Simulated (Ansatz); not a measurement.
IrO$_{2}$: levels along high-symmetry lines

```xyz
6
Lattice="4.4990 0.0000 0.0000 0.0000 4.4990 0.0000 0.0000 0.0000 3.1460" Properties=species:S:1:pos:R:3 pbc="T T T"
Ir    0.0000    0.0000    0.0000
Ir    2.2495    2.2495    1.5730
O     1.3992    1.3992    0.0000
O     0.8503    3.6487    1.5730
O     3.0998    3.0998    0.0000
O     3.6487    0.8503    1.5730
```

Atoms are numbered in the order listed.

The geometry is COD entry 1538153, unchecked; take it as a test cell. It is an old determination, and later ones may differ.

No spin–orbit coupling, which matters for the heavy atoms here.

These are results of Ansatz 0.2.0, DFT, PBEsol, all-electron LAPW, scalar-relativistic, not measurements.

Sampling and basis: a Γ-centred 8×8×11 k mesh, Fermi–Dirac smearing of 0.05 eV, basis error target 0.5 meV/atom, no spin polarisation.

Points in fractions of the reciprocal vectors of this cell: Γ (0, 0, 0), X (0, 0.5, 0), M (0.5, 0.5, 0), Z (0, 0, 0.5), R (0, 0.5, 0.5), A (0.5, 0.5, 0.5). The path runs Γ–X–M–Γ–Z–R–A–Z–X. Energies are in eV from the Fermi level; (×n) counts levels within 4 meV of each other, which need not be degenerate by symmetry.

Question: Metal or insulator at this level of theory?

Answer: No gap opens: metallic or semimetallic.

Question: Tabulate bands 61 to 68, counted from the lowest band of the run, along the path.

Answer: 
```tsv
k (1/Å)	point	band 61	band 62	band 63	band 64	band 65	band 66	band 67	band 68
0.00	Γ	-2.52	-2.46	-2.46	-2.21	-2.18	0.72	1.25	4.04
0.10		-2.49	-2.42	-2.36	-2.12	-2.08	0.81	1.21	4.14
0.20		-2.37	-2.29	-2.13	-1.90	-1.90	1.03	1.14	4.24
0.30		-2.17	-2.10	-1.87	-1.74	-1.61	0.88	1.48	4.12
0.40		-1.99	-1.88	-1.64	-1.63	-1.29	0.64	1.97	3.98
0.50		-1.83	-1.67	-1.58	-1.47	-0.96	0.35	2.50	3.86
0.60		-1.70	-1.57	-1.50	-1.39	-0.62	0.04	3.05	3.79
0.70	X	-1.61	-1.61	-1.40	-1.40	-0.29	-0.29	3.59	3.59
0.80		-1.64	-1.64	-1.45	-1.45	-0.25	-0.25	3.53	3.53
0.90		-1.70	-1.70	-1.57	-1.57	-0.17	-0.17	3.36	3.36
1.00		-1.82	-1.82	-1.76	-1.76	-0.06	-0.06	3.12	3.12
1.10		-1.98	-1.98	-1.98	-1.98	0.05	0.05	2.88	2.88
1.20		-2.20	-2.20	-2.19	-2.19	0.13	0.13	2.67	2.67
1.30		-2.40	-2.40	-2.36	-2.36	0.19	0.19	2.53	2.53
1.40	M	-2.51	-2.51	-2.43	-2.43	0.21	0.21	2.48	2.48
1.54		-2.50	-2.43	-2.20	-2.19	0.11	0.24	2.42	2.72
1.68		-2.48	-2.43	-1.82	-1.76	-0.17	0.33	2.25	3.34
1.82		-2.47	-2.44	-1.61	-1.43	-0.59	0.49	1.98	3.81
1.96		-2.47	-2.45	-1.58	-1.42	-1.08	0.71	1.64	3.81
2.10		-2.49	-2.46	-1.74	-1.72	-1.59	0.97	1.25	4.02
2.24		-2.49	-2.46	-2.20	-2.03	-1.99	0.89	1.17	4.23
2.38	Γ	-2.52	-2.46	-2.46	-2.21	-2.18	0.72	1.25	4.04
2.53		-2.37	-2.31	-2.11	-2.06	-2.06	0.85	1.20	4.18
2.67		-2.36	-2.01	-2.00	-1.48	-1.48	1.03	1.19	3.81
2.81		-2.16	-1.96	-1.73	-0.94	-0.94	0.77	1.64	3.36
2.95		-1.99	-1.90	-1.60	-0.45	-0.45	0.44	2.04	2.97
3.10		-2.04	-1.63	-1.58	-0.06	-0.06	0.05	2.34	2.67
3.24		-2.04	-1.78	-1.20	-0.37	0.20	0.20	2.48	2.48
3.38	Z	-1.95	-1.95	-0.79	-0.79	0.30	0.30	2.42	2.42
3.48		-1.95	-1.95	-0.87	-0.87	0.32	0.32	2.18	2.18
3.58		-1.93	-1.93	-1.07	-1.07	0.38	0.38	1.90	1.90
3.68		-1.90	-1.90	-1.37	-1.37	0.44	0.44	1.65	1.65
3.78		-1.91	-1.91	-1.71	-1.71	0.49	0.49	1.46	1.46
3.88		-2.18	-2.18	-1.82	-1.82	0.53	0.53	1.32	1.32
3.98		-2.58	-2.58	-1.82	-1.82	0.56	0.56	1.24	1.24
4.08	R	-2.83	-2.83	-1.82	-1.82	0.57	0.57	1.21	1.21
4.18		-2.76	-2.76	-1.82	-1.82	0.53	0.53	1.24	1.24
4.28		-2.57	-2.57	-1.82	-1.82	0.44	0.44	1.34	1.34
4.38		-2.32	-2.32	-1.82	-1.82	0.29	0.29	1.49	1.49
4.48		-2.03	-2.03	-1.82	-1.82	0.10	0.10	1.71	1.71
4.58		-1.86	-1.86	-1.71	-1.71	-0.12	-0.12	1.96	1.96
4.68		-1.85	-1.85	-1.46	-1.46	-0.33	-0.33	2.23	2.23
4.78	A	-1.86	-1.86	-1.35	-1.35	-0.43	-0.43	2.37	2.37
4.92		-1.86	-1.85	-1.73	-1.33	-0.44	-0.11	1.96	2.37
5.06		-2.27	-1.87	-1.83	-1.25	-0.45	0.33	1.47	2.38
5.20		-2.35	-1.89	-1.83	-1.14	-0.37	0.63	1.19	2.39
5.34		-1.99	-1.91	-1.84	-1.02	-0.20	0.74	1.16	2.40
5.48		-1.93	-1.88	-1.50	-0.90	0.02	0.66	1.40	2.41
5.63		-1.95	-1.93	-1.03	-0.82	0.21	0.45	1.88	2.42
5.77	Z	-1.95	-1.95	-0.79	-0.79	0.30	0.30	2.42	2.42
5.94		-2.02	-1.78	-1.27	-0.47	0.22	0.24	2.24	2.24
6.11		-1.89	-1.83	-1.57	-0.49	0.02	0.25	2.15	2.18
6.29		-2.39	-1.58	-1.36	-0.83	-0.29	0.33	2.23	2.26
6.46		-2.30	-1.28	-1.24	-1.23	-0.60	0.32	2.32	2.57
6.64		-1.86	-1.63	-1.26	-1.11	-0.74	0.21	2.56	3.02
6.81		-1.79	-1.73	-1.23	-1.23	-0.62	0.01	3.03	3.50
6.99	X	-1.61	-1.61	-1.40	-1.40	-0.29	-0.29	3.59	3.59
```
